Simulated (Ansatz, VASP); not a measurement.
# Ag in VASP and in Ansatz

The input POSCAR:

```
Ag
1.0
   -1.6400984784      1.6400984784      1.6400984784
    1.6400984784     -1.6400984784      1.6400984784
    1.6400984784      1.6400984784     -1.6400984784
Ag
1
Direct
    0.0000000000      0.0000000000      0.0000000000
```

Contents of INCAR.step1:

```
ALGO = Normal
EDIFF = 1E-4
ENCUT = 520
GGA = PE
ISMEAR = 0
LASPH = True
LCHARG = False
LREAL = False
LWAVE = True
NBANDS = 12
NELM = 80
PREC = Accurate
SIGMA = 0.05
```

INCAR.step2

```
ALGO = Normal
EDIFF = 1E-7
ENCUT = 520
ISIF = 2
ISMEAR = 0
ISTART = 1
LASPH = True
LCHARG = True
LELF = True
LMIXTAU = True
LREAL = False
LVHAR = True
LWAVE = False
METAGGA = R2SCAN
NBANDS = 12
NELM = 80
PREC = Accurate
SIGMA = 0.05
```

The input KPOINTS:

```
k-points
0
Gamma
  18 18 18
```

Input for Ansatz:

```yaml
crystal:
  lattice:
    - [-1.6400984784, 1.6400984784, 1.6400984784]
    - [1.6400984784, -1.6400984784, 1.6400984784]
    - [1.6400984784, 1.6400984784, -1.6400984784]
  atoms:
    - { symbol: Ag, position: [0.0, 0.0, 0.0] }
basis:
  ecutwfc: 500
  ecutrho_ratio: 4
kpoints:
  mp_grid: { grid: [18, 18, 18] }
hamiltonian:
  xc: r2scan
scf:
  occupations: { method: gaussian, width: 0.05 }
output:
  forces: true
  stress: true
  eigenvalues: true
```

Alike in both runs: task single point; functional r2SCAN; k mesh 18 × 18 × 18; occupations gaussian, width 0.05 eV; no spin polarisation.

|  | VASP | Ansatz |
| --- | --- | --- |
| version | VASP 6.6.1 | Ansatz 0.2.0 |
| potentials or method | VASP PAW PBE potentials, release 64 (Ag) | scalar-relativistic, plane waves, PAW |
| plane-wave cutoff (eV) | 520 | 500 |
| valence electrons in the cell | 11 | 19 |

|  | VASP | Ansatz | Ansatz less VASP |
| --- | --- | --- | --- |
| pressure (GPa) | -0.9 | -1.0 | -0.12 |

The functional is the same, so the differences come from potentials, cutoffs and numerics. The two sets of potentials don't hold the same shells in valence.

Caveats: the PAW data sets were made with another functional, which shifts forces and pressure a little (VASP).
